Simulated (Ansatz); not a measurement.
Take a crystal in which Cd has been replaced by Zn on all its sites, with the cell rescaled by a rough guess (in some cases also distorted within its space group) and nothing relaxed:

```yaml
crystal:
  lattice:
    - [0.00000, 2.02286, 2.02286]
    - [2.02286, 0.00000, 2.02286]
    - [2.02286, 2.02286, 0.00000]
  atoms:
    - { symbol: Zn, position: [0.00000, 0.00000, 0.00000] }
```

Computed with DFT PBEsol, scalar-relativistic, plane waves, PAW (Ansatz).

Settings: cutoff 420 eV, Γ-centred mesh 18×18×18 on the computed 1-atom cell, Gaussian smearing of 0.10 eV; no spin polarisation.

Question: What pressure does the cell carry?

Answer: The pressure is -9.1 GPa (positive in compression), so the cell would contract.

Question: Is it a metal on this mesh?

Answer: Yes, a band crosses the Fermi level.

This fcc form isn't the element's structure at ambient conditions.